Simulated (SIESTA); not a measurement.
The system is AlN.

```
Al N
1.0
     0.00000    2.18399    2.18399
     2.18399    0.00000    2.18399
     2.18399    2.18399    0.00000
Al N
1 1
Cartesian
  0.0000 0.0000 0.0000
  1.0920 1.0920 1.0920
```

Measurements of this composition are mostly on another form, of space group No. 186.

Base run:

| Quantity | Value |
| --- | --- |
| Program | SIESTA 5.4.2 |
| Functional | RPBE |
| Potentials or basis | PseudoDojo 0.4 standard (PBE files) |
| Basis | DZP (energy shift 0.002 Ry; radii capped at 9.5 bohr) |
| Grid cutoff | 800 Ry |
| Energy shift | 0.002 Ry |
| k mesh | 10 × 10 × 10 |
| Occupations | fermi-dirac, width 0.05 eV |
| Spin | no spin polarisation |

Its results: band gap on the k mesh 3.30 eV, indirect (least direct gap 4.42 eV); pressure 7.1 GPa.

**Question.** The run is repeated on the same cell with these changes: functional from RPBE to BLYP. What comes out?

**Answer.** Band gap on the k mesh 3.62 eV, indirect (least direct gap 4.70 eV); pressure 11.2 GPa.

Caveats: the potentials were made for another functional, which shifts forces and pressure; the basis of atomic orbitals isn't converged, which shifts pressures, moduli and gaps.

Not every run made on this cell is shown here.
